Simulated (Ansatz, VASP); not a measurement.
**TiC: VASP beside Ansatz**

File POSCAR:

```
TiC
1.0
    0.0000000000      2.1657188437      2.1657188437
    2.1657188437      0.0000000000      2.1657188437
    2.1657188437      2.1657188437      0.0000000000
Ti C
1 1
Direct
    0.0000000000      0.0000000000      0.0000000000
    0.5000000000      0.5000000000      0.5000000000
```

File INCAR.step1:

```
ALGO = Normal ; EDIFF = 1E-4
ENCUT = 600 ; GGA = PE
ISMEAR = -1 ; LASPH = True
LCHARG = False ; LREAL = False
LWAVE = True ; NELM = 80
PREC = Accurate ; SIGMA = 0.05
```

INCAR.step2

```
ALGO = Normal ; EDIFF = 1E-7
EDIFFG = -0.01 ; ENCUT = 600
IBRION = 2 ; ISIF = 3
ISMEAR = -1 ; ISTART = 1
LASPH = True ; LCHARG = False
LMIXTAU = True ; LREAL = False
LWAVE = False ; METAGGA = R2SCAN
NELM = 80 ; NSW = 60
PREC = Accurate ; SIGMA = 0.05
```

File KPOINTS:

```
k-points
0
Gamma
  11 11 11
```

File input.yaml:

```yaml
crystal:
  lattice:
    - [0.0, 2.1657188437, 2.1657188437]
    - [2.1657188437, 0.0, 2.1657188437]
    - [2.1657188437, 2.1657188437, 0.0]
  atoms:
    - { symbol: Ti, position: [0.0, 0.0, 0.0] }
    - { symbol: C, position: [0.5, 0.5, 0.5] }
hamiltonian:
  xc: r2scan
  pseudopotentials: { kind: paw }
kpoints:
  mp_grid: { grid: [11, 11, 11] }
scf:
  occupations: { method: fermi_dirac, width: 0.05 }
output:
  forces: true
  stress: true
  eigenvalues: true
relax:
  f_tol: 0.01
  max_steps: 40
  cell: { stress_tol: 0.05 }
```

The cell is a database's computed one.

Alike in both runs: task relaxation of cell and atoms; functional r2SCAN; k mesh 11 × 11 × 11; occupations fermi-dirac, width 0.05 eV; no spin polarisation.

|  | VASP | Ansatz |
| --- | --- | --- |
| version | VASP 6.6.1 | Ansatz 0.2.0 |
| potentials or method | VASP PAW PBE potentials, release 64 (Ti_sv, C) | Ansatz PAW |
| plane-wave cutoff (eV) | 600 | 500 |
| valence electrons in the cell | 16 | 16 |

Ansatz gave:

```
gap on the k mesh at the Fermi level, each at its own relaxed structure (eV) : none
relaxed volume (Å³/atom)                                                     : 10.13
relaxed cell length with the largest relative difference (Å)                 : 3.060
```

Q: Which values does VASP return?

A: gap on the k mesh at the Fermi level, each at its own relaxed structure (eV): none; relaxed volume (Å³/atom): 10.17; relaxed cell length with the largest relative difference (Å): 3.064.

A gap of «none» marks a metal or a gap that the smearing closes.

Caveats: the PAW data sets were made with another functional, which shifts forces and pressure a little (VASP); the plane-wave basis is chosen anew once the cell has moved, so the energies of steps on either side of that aren't comparable (Ansatz); the PAW data sets come from PBE, with cores solved anew for the run's functional, which leaves a small shift of forces and pressure (Ansatz).
